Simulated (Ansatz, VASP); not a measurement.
# One calculation of AlCu5, two programs

```xyz
6
Lattice="4.4897 0.0000 0.0000 -2.2449 3.8882 0.0000 0.0000 0.0000 4.2341" Properties=species:S:1:pos:R:3 pbc="T T T"
Al    0.0000    0.0000    2.1170
Cu    2.9896    0.0000    0.0000
Cu   -1.4948    2.5890    0.0000
Cu    0.7501    1.2992    0.0000
Cu    0.0000    2.5922    2.1170
Cu    2.2449    1.2961    2.1170
```

Change from the starting cell: relaxed end of: species swapped into the Hf5Sc type (P-62m, No. 189).

Alike in both runs: task single point; functional PBE; k mesh 6 × 6 × 4; occupations gaussian, width 0.1 eV; no spin polarisation.

```csv
,VASP,Ansatz
version,VASP 6.6.1,Ansatz 0.2.0
potentials or method,"VASP PAW PBE potentials, release 64 (Al, Cu)","scalar-relativistic, plane waves, PAW"
plane-wave cutoff (eV),520,420
valence electrons in the cell,58,98
```

|  | VASP | Ansatz | Ansatz less VASP |
| --- | --- | --- | --- |
| gap on the k mesh at the Fermi level (eV) | none | none | - |
| pressure (GPa) | 0.1 | 0.0 | -0.13 |
| largest component of the traceless stress (GPa) | 0.29 | 0.29 | -0.001 |
| rms of the force components (eV/Å) | 0.010 | 0.009 | -0.0018 |

Atom by atom the forces differ by 0.002 eV/Å (rms over components). A gap of «none» marks a metal or a gap that the smearing closes. With one functional, cell and mesh, what is left measures potentials, basis and numerics. The two sets of potentials don't hold the same shells in valence.

Caveats: the k mesh is coarse (spacing up to 0.37 Å⁻¹), so the values aren't converged.
